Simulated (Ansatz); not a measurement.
Here is an Ansatz 0.2.0 calculation.

The input input.yaml:

```yaml
crystal:
  lattice:
    - [3.784322, 0.0, 0.0]
    - [0.0, 3.784322, 0.0]
    - [0.0, 0.0, 3.784322]
  atoms:
    - { symbol: Pb, position: [0.0, 0.0, 0.0] }
    - { symbol: Se, position: [0.5, 0.5, 0.5] }
kpoints:
  mp_grid: { grid: [7, 7, 7] }
  band_path:
    path:
      - [0.0, 0.0, 0.0]
      - [0.0, 0.5, 0.0]
      - [0.5, 0.5, 0.0]
      - [0.0, 0.0, 0.0]
      - [0.5, 0.5, 0.5]
      - [0.0, 0.5, 0.0]
    npoints: 8
scf:
  occupations: { method: fermi_dirac, width: 0.05 }
hamiltonian:
  xc: pbesol
  pseudopotentials: { kind: all_electron, lapw: { basis_error: 0.001 } }
output:
  forces: true
  stress: true
  eigenvalues: true
```

Potentials or basis: all-electron LAPW, scalar-relativistic.

Launch:

```bash
$ ansatz run input.yaml --threads 1 --pin off --max-ram 3072MiB --backend cpu --events-out ev --progress --plain --runs-dir out
```

Question: Estimate the pressure.

Answer: -3.2 GPa.

Question: Estimate the band gap along the path.

Answer: None (metal or under the smearing width).

Levels at the corners of the path, in eV from the Fermi level:
| point | band 28 | band 29 | band 30 | band 31 | band 32 | band 33 |
| --- | --- | --- | --- | --- | --- | --- |
| Γ | -1.47 | -1.47 | -1.47 | 5.09 | 5.09 | 6.08 |
| X | -0.24 | -0.24 | -0.24 | 0.07 | 3.41 | 3.41 |
| M | -4.34 | -4.34 | 0.02 | 4.12 | 4.12 | 5.01 |
| Γ | -1.47 | -1.47 | -1.47 | 5.09 | 5.09 | 6.08 |
| R | -2.32 | -2.32 | -2.32 | -0.61 | -0.61 | -0.61 |
| X | -0.24 | -0.24 | -0.24 | 0.07 | 3.41 | 3.41 |

Caveat: spin-orbit coupling is left out, which moves the levels of the heavy elements.
